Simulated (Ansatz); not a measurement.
A run of Ansatz 0.2.0 is set up as follows.

The input input:

```
crystal:
  lattice:
    - [0.0, 2.8331200468, 2.8331200468]
    - [2.8331200468, 0.0, 2.8331200468]
    - [2.8331200468, 2.8331200468, 0.0]
  atoms:
    - { symbol: S, position: [0.25, 0.25, 0.25] }
    - { symbol: Mg, position: [0.0, 0.0, 0.0] }
hamiltonian:
  xc: pbe0
  pseudopotentials: { kind: paw }
kpoints:
  mp_grid: { grid: [4, 4, 4] }
scf:
  occupations: { method: fermi_dirac, width: 0.05 }
output:
  forces: true
  stress: true
  eigenvalues: true
relax:
  f_tol: 0.01
  max_steps: 40
  cell: { stress_tol: 0.05 }
```

Estimate the band gap on the k mesh.

5.22 eV, direct.

What does it give for the relaxed cell?

a = 4.005 Å, b = 4.005 Å, c = 4.005 Å, α = 60.00°, β = 60.00°, γ = 60.00°.

Estimate the space group after relaxing (to 0.05 Å).

F-43m (No. 216).

Final structure:
```
S Mg
1.0
     0.00000    2.83223    2.83223
     2.83223    0.00000    2.83223
     2.83223    2.83223    0.00000
S Mg
1 1
Direct
  0.25000 0.25000 0.25000
  0.00000 0.00000 0.00000
```

Caveat: the k mesh is coarse (spacing up to 0.48 Å⁻¹), so the values aren't converged, least of all with exact exchange; the plane-wave basis is chosen anew once the cell has moved, so the energies of steps on either side of that aren't comparable. A k mesh can miss the band edges.
